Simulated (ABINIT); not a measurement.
InP:

```
CELL_PARAMETERS angstrom
0.00000 2.93050 2.93050
2.93050 0.00000 2.93050
2.93050 2.93050 0.00000
ATOMIC_POSITIONS crystal
In 0.00000 0.00000 0.00000
P 0.75000 0.75000 0.75000
```

| Quantity | Value |
| --- | --- |
| Program | ABINIT 10.8.3 (patched build) |
| Task | single point |
| Functional | PBE |
| Potentials or basis | JTH PAW PBE v2.0 |
| Cutoff | 599 eV |
| k mesh | 8 × 8 × 8 |
| Occupations | fermi-dirac, width 0.05 eV |
| Spin | no spin polarisation |

On this cell: pressure 3.3 GPa; largest force zero by symmetry; band gap on the k mesh 0.70 eV, direct.

The same run follows on a disturbed copy (atoms moved at random, drawn with an rms of 0.05 Å):

```xyz
2
Lattice="0.0000 2.9305 2.9305 2.9305 0.0000 2.9305 2.9305 2.9305 0.0000" Properties=species:S:1:pos:R:3 pbc="T T T"
In   -0.0592   -0.0125   -0.0019
P     4.4281    4.4563    4.3997
```

Task: What changes?

Result: The energy moves by +28.9 meV/atom; pressure 3.6 GPa; largest force 1.016 eV/Å; band gap on the k mesh 0.52 eV, direct.

Forces in eV/Å, atoms in the order of the input:
```
In   0.769  0.626  0.222
P   -0.769 -0.626 -0.222
```

Stress tensor (GPa, compression positive):
```
3.49 0.63 2.10
0.63 3.61 2.62
2.10 2.62 3.82
```

Caveats: spin-orbit coupling is left out, which moves the levels of the heavy elements.

